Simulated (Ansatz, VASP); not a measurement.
**Au in VASP and in Ansatz**

```
Au
1.0
     0.00000    3.13259    3.13259
     3.13259    0.00000    3.13259
     3.13259    3.13259    0.00000
Au
2
Direct
  0.12500 0.12500 0.12500
  0.87500 0.87500 0.87500
```

The cell was built by a generator and needn't be a form met in nature.

Alike in both runs: functional RPBE; k mesh 10 × 10 × 10; occupations fermi-dirac, width 0.1 eV; no spin polarisation.

Ansatz relaxed the structure, and its values are those at the end. VASP's run is a single point on that final structure, the one shown.

|  | VASP | Ansatz |
| --- | --- | --- |
| version | VASP 6.6.1 | Ansatz 0.2.0 |
| potentials or method | VASP PAW PBE potentials, release 64 (Au) | plane waves (420 eV) with PAW, scalar-relativistic |
| plane-wave cutoff (eV) | 520 | 420 |
| valence electrons in the cell | 22 | 38 |

Ansatz gave:

- pressure (GPa): 0.0

What did VASP give for the same quantities?

Pressure (GPa): -0.1.

The functional is the same, so the differences come from potentials, cutoffs and numerics. The two sets of potentials don't hold the same shells in valence.

Caveats: the PAW data sets were made with another functional, which shifts forces and pressure a little (VASP). The runs have no spin-orbit coupling, so splittings on Au are missing.
